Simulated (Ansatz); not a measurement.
CH4N2O, SMILES `NC(N)=O`, relaxed with RKS PBE-D4/def2-SVP in the Gaussian-basis code of Ansatz from a rough embedded geometry. The force threshold is 0.03 eV/Å; the program also tests the step.

Charge 0, multiplicity 1.

Start:

```xyz
8

N    -1.064    0.299    0.093
C     0.249    0.412    0.084
N     0.834   -0.737   -0.225
O     0.851    1.376    0.399
H    -1.530    1.267    0.169
H    -1.515   -0.229   -0.659
H     1.828   -0.780   -0.049
H     0.348   -1.609    0.188
```

Question: By how much does the energy fall, and how many steps does the optimiser take? (Estimate.)

Answer: The calculation gave: 13.79 kcal/mol, in 6 steps.

Question: Which bonds change most? (Estimate.)

Answer: Computed: N1–C2 from 1.318 to 1.393 Å; C2–N3 from 1.326 to 1.393 Å; N3–H8 from 1.080 to 1.022 Å; N1–H5 from 1.077 to 1.021 Å.

Question: Give the relaxed structure. (Estimate.)

Answer: Computed: 
```xyz
8

N    -1.129    0.375    0.084
C     0.262    0.423    0.115
N     0.873   -0.789   -0.197
O     0.891    1.438    0.392
H    -1.562    1.300    0.107
H    -1.581   -0.288   -0.548
H     1.869   -0.804    0.028
H     0.377   -1.655    0.019
```
